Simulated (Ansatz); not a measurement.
The system is SiNi.

```
Ni Si
1.0
     4.50369    0.00000    0.00000
     0.00000    4.50369    0.00000
     0.00000    0.00000    4.50369
Ni Si
4 4
Cartesian
  0.6733 0.6733 0.6733
  2.9252 1.5785 3.8304
  3.8304 2.9252 1.5785
  1.5785 3.8304 2.9252
  3.8139 3.8139 3.8139
  1.5620 2.9417 0.6898
  0.6898 1.5620 2.9417
  2.9417 0.6898 1.5620
```

The cell is a database's computed one.

Base run:

* Program: Ansatz 0.2.0
* Functional: PBE
* Potentials or basis: Ansatz PAW
* Cutoff: 420 eV (not typed: the program's choice for these potentials)
* k mesh: 6 × 6 × 6
* Occupations: gaussian, width 0.014 eV
* Spin: collinear spin, ferromagnetic start
* Starting moments: [1.0, 1.0, 1.0, 1.0, 0.0, 0.0, 0.0, 0.0] μB

Its results: band gap on the k mesh none (metal or under the smearing width); pressure 1.7 GPa; net moment 0.00 μB per cell; largest force 0.027 eV/Å.

Q: The run is repeated on the same cell with these changes: functional from PBE to LDA; occupations from gaussian, width 0.014 eV to fermi-dirac, width 0.05 eV. What comes out?

A: Band gap on the k mesh none (metal or under the smearing width); pressure -9.4 GPa; net moment 0.00 μB per cell; largest force 0.063 eV/Å.

Caveats: the starting moments weren't kept; the PAW data sets come from PBE, with cores solved anew for the run's functional, which leaves a small shift of forces and pressure (some runs).
